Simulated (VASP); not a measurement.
# MgF2 (Sellaite) (P4_2/mnm) in VASP: further runs, part 2 of 2

VASP 6.6.1. Earlier steps stand in the parts before.

### 3 Relaxation of cell and atoms, LDA

This run uses another cell than the first one, of 10.23 Å³/atom, 0.940 times its volume.

INCAR reads:

```
PREC = Accurate
ENCUT = 600
EDIFF = 1E-7
ISMEAR = 0
SIGMA = 0.03
LREAL = False
LASPH = True
NELM = 80
ALGO = Normal
ISIF = 3
LWAVE = False
LCHARG = False
GGA = CA
IBRION = 2
NSW = 90
EDIFFG = -0.005
KPAR = 2
```

KPOINTS reads:

```
regular mesh
0
Gamma
  6 6 10
```

POSCAR reads:

```
MgF2                                    
1.0
    4.5243425773      0.0000000000      0.0000000000
    0.0000000000      4.5243425773      0.0000000000
    0.0000000000      0.0000000000      2.9977063033
  Mg              F             
     2     4
Direct
     1.0000000000000000    0.0000000000000000    0.0000000000000000
     0.5000000000000000    0.5000000000000000    0.5000000000000000
     0.3024886139547717    0.3024886139547717    0.0000000000000000
     0.1975113860452283    0.8024886139547716    0.5000000000000000
     0.6975113860452284    0.6975113860452284    0.0000000000000000
     0.8024886139547716    0.1975113860452283    0.5000000000000000
```

Potentials or basis: VASP PAW LDA potentials, release 64 (Mg, F).

The run is started by

```
$ cat potpaw_LDA.64/Mg/POTCAR potpaw_LDA.64/F/POTCAR > POTCAR
$ mpirun -np 2 vasp_std > vasp.out
```

It took 27 s on 2 MPI ranks of Intel Xeon Platinum 8488C (Sapphire Rapids), shared host; peak memory 0.2 GiB.

Results (log left out):

```yaml
Free_energy: -35.0938 eV
Relaxed_volume: 10.24 Å³/atom
Relaxed_cell: a = 4.525 Å, b = 4.525 Å, c = 2.999 Å, α = 90.00°, β = 90.00°, γ = 90.00°
Space_group_after_relaxing_to_0.05_Å: P4_2/mnm (No. 136)
Energy_gained_by_relaxing: 0.0 meV/atom
Ionic_steps: 2
Pressure_after_relaxing: 0.0 GPa
Largest_force_after_relaxing: 0.005 eV/Å
Band_gap_on_the_k_mesh: 7.18 eV, direct
```

Forces in eV/Å, atoms in the order of the input:
```
Mg   0.000  0.000  0.000
Mg   0.000  0.000  0.000
F    0.004  0.004  0.000
F   -0.004  0.004  0.000
F   -0.004 -0.004  0.000
F    0.004 -0.004  0.000
```

Final structure:
```
Mg F
1.0
     4.52517    0.00000    0.00000
     0.00000    4.52517    0.00000
     0.00000    0.00000    2.99948
Mg F
2 4
Direct
  0.00000 0.00000 0.00000
  0.50000 0.50000 0.50000
  0.30254 0.30254 0.00000
  0.19746 0.80254 0.50000
  0.69746 0.69746 0.00000
  0.80254 0.19746 0.50000
```

Levels at points of the mesh, in eV from the valence-band top:
```csv
k point,band 13,band 14,band 15,band 16,band 17,band 18,band 19,band 20
"(0.00, 0.00, 0.00)",-0.76,-0.33,-0.33,0.00,7.18,12.23,12.23,13.57
"(0.50, 0.00, 0.00)",-1.05,-1.05,-0.42,-0.42,9.65,9.65,13.48,13.48
"(0.50, 0.50, 0.00)",-1.04,-1.04,-0.87,-0.87,11.35,11.35,11.51,11.51
"(0.00, 0.00, 0.50)",-1.33,-1.33,-0.95,-0.95,11.97,11.97,14.92,14.92
"(0.50, 0.00, 0.50)",-0.80,-0.80,-0.74,-0.74,12.83,12.83,13.65,13.65
"(0.50, 0.50, 0.50)",-0.68,-0.68,-0.51,-0.51,13.22,13.22,13.60,13.60
```

A k mesh can miss the band edges. A hybrid or GW would open this gap; LDA tends to underestimate it.

### 4 Relaxation of cell and atoms, PBEsol

INCAR reads:

```
  ALGO = Normal
  EDIFF = 1E-6
  EDIFFG = -0.01
  ENCUT = 600
  GGA = PS
  IBRION = 2
  ISIF = 3
  ISMEAR = 0
  KPAR = 2
  LASPH = T
  LCHARG = F
  LREAL = F
  LWAVE = F
  NELM = 80
  NSW = 90
  PREC = Accurate
  SIGMA = 0.03
```

KPOINTS reads:

```
k-points
0
Gamma
  6 6 10
```

POSCAR reads:

```
MgF2
1.0
    4.6250000000      0.0000000000      0.0000000000
    0.0000000000      4.6250000000      0.0000000000
    0.0000000000      0.0000000000      3.0520000000
Mg F
2 4
Direct
    0.0000000000      0.0000000000      0.0000000000
    0.5000000000      0.5000000000      0.5000000000
    0.3030000000      0.3030000000      0.0000000000
    0.1970000000      0.8030000000      0.5000000000
    0.6970000000      0.6970000000      0.0000000000
    0.8030000000      0.1970000000      0.5000000000
```

Potentials or basis: VASP PAW PBE potentials, release 64 (Mg, F).

The run is started by

```
$ cat potpaw_PBE.64/Mg/POTCAR potpaw_PBE.64/F/POTCAR > POTCAR
$ mpirun -np 2 vasp_std > vasp.out
```

Run time: 47 s. Hardware: 2 MPI ranks of Intel Xeon Platinum 8488C (Sapphire Rapids), shared host; peak memory 0.23 GiB.

The run converged. Its results:

| Quantity | Value |
| --- | --- |
| Free energy | -32.6098 eV |
| Relaxed volume | 10.87 Å³/atom |
| Relaxed cell | a = 4.624 Å, b = 4.624 Å, c = 3.052 Å, α = 90.00°, β = 90.00°, γ = 90.00° |
| Space group after relaxing (to 0.05 Å) | P4_2/mnm (No. 136) |
| Energy gained by relaxing | 0.0 meV/atom |
| Ionic steps | 2 |
| Pressure after relaxing | 0.0 GPa |
| Largest force after relaxing | 0.007 eV/Å |
| Band gap on the k mesh | 6.93 eV, direct |

Forces on the atoms (eV/Å):
```
Mg   0.000  0.000  0.000
Mg   0.000  0.000  0.000
F    0.005  0.005  0.000
F   -0.005  0.005  0.000
F   -0.005 -0.005  0.000
F    0.005 -0.005  0.000
```

Final structure:
```
CELL_PARAMETERS angstrom
4.62371 0.00000 0.00000
0.00000 4.62371 0.00000
0.00000 0.00000 3.05187
ATOMIC_POSITIONS crystal
Mg 0.00000 0.00000 0.00000
Mg 0.50000 0.50000 0.50000
F 0.30311 0.30311 0.00000
F 0.19689 0.80311 0.50000
F 0.69689 0.69689 0.00000
F 0.80311 0.19689 0.50000
```

Levels at points of the mesh, in eV from the valence-band top:
```csv
k point,band 12,band 13,band 14,band 15,band 16,band 17,band 18,band 19,band 20
"(0.00, 0.00, 0.00)",-1.24,-0.74,-0.32,-0.32,0.00,6.93,12.05,12.05,13.54
"(0.50, 0.00, 0.00)",-1.39,-0.99,-0.99,-0.38,-0.38,9.35,9.35,13.31,13.31
"(0.50, 0.50, 0.00)",-1.29,-0.96,-0.96,-0.78,-0.78,11.07,11.07,11.12,11.12
"(0.00, 0.00, 0.50)",-1.45,-1.17,-1.17,-0.87,-0.87,11.67,11.67,14.74,14.74
"(0.50, 0.00, 0.50)",-1.38,-0.74,-0.74,-0.67,-0.67,12.56,12.56,13.31,13.31
"(0.50, 0.50, 0.50)",-1.41,-0.61,-0.61,-0.49,-0.49,13.13,13.13,13.15,13.15
```

Caveat: the PAW data sets were made with another functional, which shifts forces and pressure a little. A k mesh can miss the band edges.

### 5 Relaxation of cell and atoms, PBEsol

Edit INCAR of step 4 so:

```diff
@@ -1,4 +1,4 @@
   ALGO = Normal
-  EDIFF = 1E-6
-  EDIFFG = -0.01
+  EDIFF = 1E-7
+  EDIFFG = -0.005
   ENCUT = 600
```

KPOINTS is that of step 4.

POSCAR reads:

```
MgF2                                    
1.0
    4.6237132401     -0.0000000000      0.0000000000
   -0.0000000000      4.6237132401      0.0000000000
    0.0000000000      0.0000000000      3.0518655484
  Mg              F             
     2     4
Direct
     1.0000000000000000    0.0000000000000000    0.0000000000000000
     0.5000000000000000    0.5000000000000000    0.5000000000000000
     0.3031129392142917    0.3031129392142917    0.0000000000000000
     0.1968870607857083    0.8031129392142917    0.5000000000000000
     0.6968870607857083    0.6968870607857083    1.0000000000000000
     0.8031129392142917    0.1968870607857083    0.5000000000000000
```

The run is started by

```
$ cat potpaw_PBE.64/Mg/POTCAR potpaw_PBE.64/F/POTCAR > POTCAR
$ mpirun -np 2 vasp_std > vasp.out
```

Wall time 40 s (2 MPI ranks of Intel Xeon Platinum 8488C (Sapphire Rapids), shared host); peak memory 0.23 GiB.

It converged, with:

```yaml
Free_energy: -32.6097 eV
Relaxed_volume: 10.88 Å³/atom
Relaxed_cell: a = 4.624 Å, b = 4.624 Å, c = 3.053 Å, α = 90.00°, β = 90.00°, γ = 90.00°
Space_group_after_relaxing_to_0.05_Å: P4_2/mnm (No. 136)
Energy_gained_by_relaxing: 0.0 meV/atom
Ionic_steps: 2
Pressure_after_relaxing: 0.0 GPa
Largest_force_after_relaxing: 0.004 eV/Å
Band_gap_on_the_k_mesh: 6.93 eV, direct
```

Forces in eV/Å, atoms in the order of the input:
```
Mg   0.000  0.000  0.000
Mg   0.000  0.000  0.000
F    0.003  0.003  0.000
F   -0.003  0.003  0.000
F   -0.003 -0.003  0.000
F    0.003 -0.003  0.000
```

Final structure:
```cif
data_structure
_symmetry_space_group_name_H-M 'P 1'
_symmetry_Int_Tables_number 1
_cell_length_a 4.6241
_cell_length_b 4.6241
_cell_length_c 3.0528
_cell_angle_alpha 90.000
_cell_angle_beta 90.000
_cell_angle_gamma 90.000
_cell_volume 65.27
loop_
_atom_site_label
_atom_site_type_symbol
_atom_site_fract_x
_atom_site_fract_y
_atom_site_fract_z
_atom_site_occupancy
Mg1 Mg 0.00000 0.00000 0.00000 1
Mg2 Mg 0.50000 0.50000 0.50000 1
F1 F 0.30316 0.30316 0.00000 1
F2 F 0.19684 0.80316 0.50000 1
F3 F 0.69684 0.69684 0.00000 1
F4 F 0.80316 0.19684 0.50000 1
```

Levels at points of the mesh, in eV from the valence-band top:
```tsv
k point	band 12	band 13	band 14	band 15	band 16	band 17	band 18	band 19	band 20
(0.00, 0.00, 0.00)	-1.24	-0.74	-0.32	-0.32	0.00	6.93	12.04	12.04	13.53
(0.50, 0.00, 0.00)	-1.39	-0.99	-0.99	-0.38	-0.38	9.34	9.34	13.30	13.30
(0.50, 0.50, 0.00)	-1.29	-0.96	-0.96	-0.78	-0.78	11.07	11.07	11.12	11.12
(0.00, 0.00, 0.50)	-1.45	-1.17	-1.17	-0.87	-0.87	11.67	11.67	14.74	14.74
(0.50, 0.00, 0.50)	-1.38	-0.74	-0.74	-0.67	-0.67	12.56	12.56	13.30	13.30
(0.50, 0.50, 0.50)	-1.41	-0.61	-0.61	-0.49	-0.49	13.12	13.12	13.15	13.15
```

Caveat: the PAW data sets were made with another functional, which shifts forces and pressure a little. A k mesh can miss the band edges.
